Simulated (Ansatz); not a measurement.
# Ti: substituted relatives

An exercise on one series of results from a longer session: the logs are not shown, and one member is left open.

Program: Ansatz 0.2.0. Level of theory: DFT r2SCAN, scalar-relativistic, plane waves, PAW. These are calculated values, not measurements.

1 further run of the same task is left out (set aside as unsound or not needed).

### Starting point

It takes space group Fm-3m (No. 225, cubic). Conventional cell: a = 4.110 Å, b = 4.110 Å, c = 4.110 Å, α = 90.00°, β = 90.00°, γ = 90.00°. Ti (site symmetry m-3m) has 12 Ti at 2.91 Å as nearest neighbours.

Coordinates:

```xyz
1
Lattice="0.0000 2.0552 2.0552 2.0552 0.0000 2.0552 2.0552 2.0552 0.0000" Properties=species:S:1:pos:R:3 pbc="T T T"
Ti    0.0000    0.0000    0.0000
```

This cell was relaxed beforehand with the same method: volume 17.36 Å³/atom, gap on the mesh none (metal).

The first run:

File input.yaml:

```yaml
crystal:
  lattice:
    - [0.0, 1.9927025928, 1.9927025928]
    - [1.9927025928, 0.0, 1.9927025928]
    - [1.9927025928, 1.9927025928, 0.0]
  atoms:
    - { symbol: V, position: [0.0, 0.0, 0.0], spin: 2.0 }
basis:
  ecutwfc: 500
kpoints:
  mp_grid: { grid: [8, 8, 8] }
hamiltonian:
  xc: r2scan
scf:
  occupations: { method: gaussian, width: 0.1 }
  lower_state_search: "off"
output:
  forces: true
  stress: true
  eigenvalues: true
  populations: true
magnetization:
  spin_polarized: true
```

On the command line:

```bash
> ansatz run input.yaml --threads 1 --pin off --max-ram 2560MiB --backend cpu --events-out ev --progress --plain --runs-dir out
```

Among the steps run: Quick check of gap, pressure and forces (V); Coarse relaxation (V); Relaxing cell and atoms (V).

One of the session's tables, all rows but one given; the rest of the session is left out.

Lengths are those of the vectors of the cell that was run:

| swap | volume (Å³/atom) | a (Å) | b (Å) | c (Å) |
| --- | --- | --- | --- | --- |
| none | 17.36 | 2.906 | 2.906 | 2.906 |
| Ti → Mn | ? | ? | ? | ? |
| Ti → Sn | 27.36 | 3.382 | 3.382 | 3.382 |
| Ti → Ru | 13.55 | 2.676 | 2.676 | 2.676 |
| Ti → V | 13.73 | 2.688 | 2.688 | 2.688 |

Estimate the missing values for Ti → Mn.

As computed: volume (Å³/atom): 15.44; a (Å): 2.795; b (Å): 2.795; c (Å): 2.795. In the column «volume (Å³/atom)» it lies between Ti → V (13.73) and none (17.36).

Lengths are those of the computed cell. Rows of earlier swaps come from the sessions before.

To keep in mind: The magnetic state reached may not be the lowest one. Warnings in the runs' records: seeded moment not kept.
